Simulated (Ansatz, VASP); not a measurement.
## One calculation of Si2Ni, two programs

```xyz
3
Lattice="0.0000 2.6957 2.6957 2.6957 0.0000 2.6957 2.6957 2.6957 0.0000" Properties=species:S:1:pos:R:3 pbc="T T T"
Si    1.3479    1.3479    1.3479
Si    4.0436    4.0436    4.0436
Ni    0.0000    0.0000    0.0000
```

Alike in both runs: functional PBEsol; k mesh 14 × 14 × 14; occupations gaussian, width 0.1 eV; no spin polarisation.

Ansatz relaxed the structure, and its values are those at the end. VASP's run is a single point on that final structure, the one shown.

|  | VASP | Ansatz |
| --- | --- | --- |
| version | VASP 6.6.1 | Ansatz 0.2.0 |
| potentials or method | VASP PAW PBE potentials, release 64 (Si, Ni) | scalar-relativistic, plane waves, PAW |
| plane-wave cutoff (eV) | 520 | 420 |
| valence electrons in the cell | 18 | 26 |

Ansatz gave:

* gap on the k mesh at the Fermi level (eV): none
* pressure (GPa): 0.0

Task: What did VASP give for the same quantities?

Result: gap on the k mesh at the Fermi level (eV): none; pressure (GPa): 0.1.

A gap of «none» marks a metal or a gap that the smearing closes. The functional is the same, so the differences come from potentials, cutoffs and numerics. The two sets of potentials don't hold the same shells in valence.

Caveats: the PAW data sets were made with another functional, which shifts forces and pressure a little (VASP). Spin polarisation is off, so any magnetic state and its effect on volume and gap are missing.
